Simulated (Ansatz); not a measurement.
**Tetradymite Sb2Te3**

All values below come from PBEsol (Ansatz, an electronic-structure program, plane waves, PAW).

Cell: relaxed at this level.

```yaml
interlayer_binding_energy: 12.2 meV/Å²
layer_repeat_distance: 9.949 Å
gap_between_the_layers: 2.630 Å
```

Note: the cell comes from a level without a dispersion term, which matters for the spacing of layers, chains or molecules.

Spin–orbit coupling is not included.

Cost on a shared machine: very roughly 9 core-minutes.
